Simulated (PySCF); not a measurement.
Reproducing measurements on ethoxy ethane

**Measured values to compare with.**

NIST CCCBDB Release 22 (SRD 101), experimental polarizabilities lists, for the gas: mean polarisability 8.73 Å³.

How close the calculation comes is told at the end.

Species: ethoxy ethane, C₄H₁₀O.
Numbering: `[CH3:1][CH2:2][O:3][CH2:4][CH3:5]` (hydrogens: H6, H7, H8 on C1; H9, H10 on C2; H11, H12 on C4; H13, H14, H15 on C5)

Cartesian coordinates in Å at the PBE0-D3(BJ)/def2-TZVP level; atoms count from 1:
```
atom  x, y, z in Å
C1    -2.1460   -0.8875   -0.6538
C2    -1.2323    0.2042   -0.1586
O3     0.0738   -0.3032   -0.0646
C4     1.0019    0.6589    0.3661
C5     2.3653    0.0212    0.4441
H6    -3.1689   -0.5162   -0.7457
H7    -2.1452   -1.7315    0.0386
H8    -1.8194   -1.2465   -1.6316
H9    -1.5651    0.5690    0.8260
H10   -1.2517    1.0663   -0.8438
H11    1.0119    1.5096   -0.3336
H12    0.7029    1.0554    1.3493
H13    2.3646   -0.8007    1.1624
H14    3.1121    0.7540    0.7574
H15    2.6570   -0.3755   -0.5302
```

Runs made with PySCF (gas phase, on this PBE0-D3(BJ)/def2-TZVP geometry; no spin–orbit coupling):

| level | job | basis functions |
| --- | --- | --- |
| CAM-B3LYP/aug-cc-pVTZ | 10 singlets by full TDDFT, 4 Tamm–Dancoff triplets, polarisability | 460 |
| PBE0/aug-cc-pVTZ | 10 singlets by full TDDFT, 4 Tamm–Dancoff triplets, polarisability, dynamic polarisability, density and orbital grids written | 460 |
| wB97X-D/aug-cc-pVTZ | 10 singlets by full TDDFT, 4 Tamm–Dancoff triplets, polarisability, ΔSCF ions | 460 |

Results beside the measurements:

**Mean polarisability.** Measured: 8.73 Å³ (NIST CCCBDB Release 22 (SRD 101), experimental polarizabilities).

```tsv
level	computed (Å³)	computed − measured (Å³)	% (from the printed values)
CAM-B3LYP/aug-cc-pVTZ	8.67	-0.06	-1
PBE0/aug-cc-pVTZ	8.75	+0.02	0
wB97X-D/aug-cc-pVTZ	8.66	-0.07	-1
```

Closest is PBE0/aug-cc-pVTZ (+0.02 Å³), furthest wB97X-D/aug-cc-pVTZ (-0.07 Å³); one molecule doesn't rank methods. The computed values are static and purely electronic, with core orbitals frozen in the response (1 au = 0.148185 Å³). The table of measured values doesn't say here whether a value is static or optical, or holds a vibrational part. The measurement averages over conformers, the calculation has one.

No measured geometry was used, and the causes of the misses weren't examined.
